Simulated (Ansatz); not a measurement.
NaI: the gap against volume

NaI, Fm-3m, a = 6.528 Å. Ansatz: PBE, PAW, 420 eV, Γ-centred 6×6×6 mesh on 2 atoms, Gaussian smearing 0.02 eV; no spin polarisation. Symmetry fixes shape and atoms, so the cell is only scaled; x = ln(V/V0) with V0 = 34.777 Å³/atom. The gap is read at the mesh points alone.

```
      x gap y (eV)
-0.1278       3.943
-0.0943       3.839
-0.0619       3.744
-0.0305       3.657
 0.0000       3.578
 0.0296       3.504
 0.0583       3.436
 0.0953           ?
```

Fit a straight line to the other rows, give the volume deformation potential of the gap and its pressure coefficient, and predict the missing gap. B0 = 15.1 GPa.

Means x = -0.03237, y = 3.6716; Σ(Δx)² = 0.02693, ΣΔxΔy = -0.07321; the slope is their ratio. y = 3.5836 − 2.7188 x. The slope is the deformation potential a = dE_g/d ln V = -2.72 eV, and dE_g/dP = −a/B0 = 180 meV/GPa. With a term in x² added, the coefficient of x becomes -2.554, 6 % less, which shows how far this figure hangs on the form. At x = 0.0953 the fit asked for gives 3.324 eV. The run gave 3.354 eV, so the fit is 0.030 eV too low, 5.1 % of the span of the series, against an rms of 0.008 eV on the fitted rows. The row lies outside the fitted range. With a term in x² added, a fit to the same known rows predicts 3.356 eV, so most of the miss is curvature that the known rows already hold.

Spin-orbit coupling is left out, which matters for the bands of heavy elements. Semilocal functionals give gaps under the measured ones; changes of the gap mostly carry over better.